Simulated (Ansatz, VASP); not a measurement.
## C: VASP beside Ansatz

The input INCAR:

```
SYSTEM = C
ALGO = Normal
EDIFF = 1E-7
ENCUT = 520
GGA = PE
ISIF = 2
ISMEAR = 0
LASPH = .True.
LCHARG = .True.
LELF = .True.
LREAL = .False.
LVHAR = .True.
LWAVE = .False.
NELM = 80
PREC = Accurate
SIGMA = 0.012
```

File KPOINTS:

```
k-points
0
Gamma
  12 12 4
  0 0 0
```

File POSCAR:

```
C
1.0
    2.5221000000      0.0000000000      0.0000000000
   -1.2610500000      2.1842026709      0.0000000000
    0.0000000000      0.0000000000      8.2371000000
C
8
Direct
    0.6666666667      0.3333333333      0.8437500000
    0.3333333333      0.6666666667      0.3437500000
    0.6666666667      0.3333333333      0.6562500000
    0.3333333333      0.6666666667      0.1562500000
    0.0000000000      0.0000000000      0.9062500000
    0.0000000000      0.0000000000      0.4062500000
    0.0000000000      0.0000000000      0.5937500000
    0.0000000000      0.0000000000      0.0937500000
```

The input input.yaml:

```yaml
crystal:
  lattice:
    - [2.5221, 0.0, 0.0]
    - [-1.26105, 2.1842026709, 0.0]
    - [0.0, 0.0, 8.2371]
  atoms:
    - { symbol: C, position: [0.6666666667, 0.3333333333, 0.84375] }
    - { symbol: C, position: [0.3333333333, 0.6666666667, 0.34375] }
    - { symbol: C, position: [0.6666666667, 0.3333333333, 0.65625] }
    - { symbol: C, position: [0.3333333333, 0.6666666667, 0.15625] }
    - { symbol: C, position: [0.0, 0.0, 0.90625] }
    - { symbol: C, position: [0.0, 0.0, 0.40625] }
    - { symbol: C, position: [0.0, 0.0, 0.59375] }
    - { symbol: C, position: [0.0, 0.0, 0.09375] }
hamiltonian:
  xc: pbe
  pseudopotentials: { kind: paw }
kpoints:
  mp_grid: { grid: [12, 12, 4] }
scf:
  occupations: { method: gaussian, width: 0.012 }
output:
  forces: true
  stress: true
  eigenvalues: true
  write_density: true
  write_potential: true
  elf: true
  volumetric_format: npy
```

This is a hexagonal form of diamond, not graphite.

Alike in both runs: task single point; functional PBE; k mesh 12 × 12 × 4; occupations gaussian, width 0.012 eV; no spin polarisation.

```csv
,VASP,Ansatz
version,VASP 6.6.1,Ansatz 0.2.0
potentials or method,"VASP PAW PBE potentials, release 64 (C)",Ansatz PAW
plane-wave cutoff (eV),520,420
valence electrons in the cell,32,32
```

VASP gave:

```
gap on the k mesh at the Fermi level (eV)       : 4.41
least direct gap on the mesh (eV)               : 5.18
pressure (GPa)                                  : 2.9
largest component of the traceless stress (GPa) : 8.20
rms of the force components (eV/Å)              : 0.187
```

Problem. Estimate Ansatz's values.

Solution. gap on the k mesh at the Fermi level (eV): 4.42; least direct gap on the mesh (eV): 5.19; pressure (GPa): 2.3; largest component of the traceless stress (GPa): 8.20; rms of the force components (eV/Å): 0.187.

Atom by atom the forces differ by 0.001 eV/Å (rms over components).

Caveats: the pressure holds a Pulay correction of +1.0 GPa for the finite cutoff (Ansatz). A k mesh can miss the band edges. A hybrid or GW would open this gap; PBE tends to underestimate it.
